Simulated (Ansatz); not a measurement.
Comparing deformations in SiC

Computed with DFT r2SCAN, scalar-relativistic, plane waves, PAW in Ansatz 0.2.0. Cutoff 500 eV, Γ-centred 10×10×10 k-points, Gaussian smearing of 0.05 eV. No spin polarisation. Energies are free energies at this smearing, counted from the undisturbed cell; pressure is positive in compression.

The starting cell (relaxed at this level):

```yaml
crystal:
  lattice:
    - [0.00000, 2.17814, 2.17814]
    - [2.17814, 0.00000, 2.17814]
    - [2.17814, 2.17814, 0.00000]
  atoms:
    - { symbol: Si, position: [0.00000, 0.00000, 0.00000] }
    - { symbol: C, position: [0.75000, 0.75000, 0.75000] }
```

The cell is strained by ε times a Voigt pattern (xx, yy, zz, yz, xz, xy; engineering shear) with fractional coordinates fixed. τ = (1/V0) dE/dε comes from the stress tensor. Of each scan, only the three points used here are listed.

```csv
pattern,ε,τ (GPa)
"(1, 1, 0, 0, 0, 0)",-0.0250,-29.56
"(1, 1, 0, 0, 0, 0)",0.0000,-0.01
"(1, 1, 0, 0, 0, 0)",0.0250,25.39
"(0, 0, 1, 0, 0, 0)",-0.0250,-10.49
"(0, 0, 1, 0, 0, 0)",0.0000,-0.01
"(0, 0, 1, 0, 0, 0)",0.0250,10.18
"(0, 0, 0, 1, 0, 0)",-0.0187,-5.32
"(0, 0, 0, 1, 0, 0)",0.0000,0.00
"(0, 0, 0, 1, 0, 0)",0.0187,5.32
"(0, 0, 0, 0, 1, 0)",-0.0075,-2.13
"(0, 0, 0, 0, 1, 0)",0.0000,0.00
"(0, 0, 0, 0, 1, 0)",0.0075,2.13
```

Which constants do the scans give, and which deformation costs least for the same size of strain tensor?

The slope dτ/dε at zero (parabola through three points) is pᵀCp: (1, 1, 0, 0, 0, 0) gives 2(C11 + C12) = 1099 GPa; (0, 0, 1, 0, 0, 0) gives C11 = 413 GPa; (0, 0, 0, 1, 0, 0) gives C44 = 284 GPa; (0, 0, 0, 0, 1, 0) gives C44 = 284 GPa. The size of the strain tensor, ε:ε, is ε² times 2.0, 1.0, 0.5, 0.5. Per unit of it the stiffnesses are 549, 413, 569, 568 GPa, so (0, 0, 1, 0, 0, 0) is the softest of these: at ε:ε = (1 %)² the quadratic term costs 1.33 meV/atom against 1.83 for the stiffest. These are clamped-ion values.

What else follows for this cubic crystal?

From the unrounded slopes C11 = 413.4 and C12 = 136.1 GPa, so B = (C11 + 2 C12)/3 = 229 GPa and the Poisson ratio for a pull along a cube edge is C12/(C11 + C12) = 0.25.

How anisotropic is this cubic crystal?

Zener's ratio 2 C44/(C11 − C12) = 2.05 with clamped ions; it is 1 for an isotropic solid.

Forces appear on the atoms along this scan, and letting them relax would lower the energy and soften the response.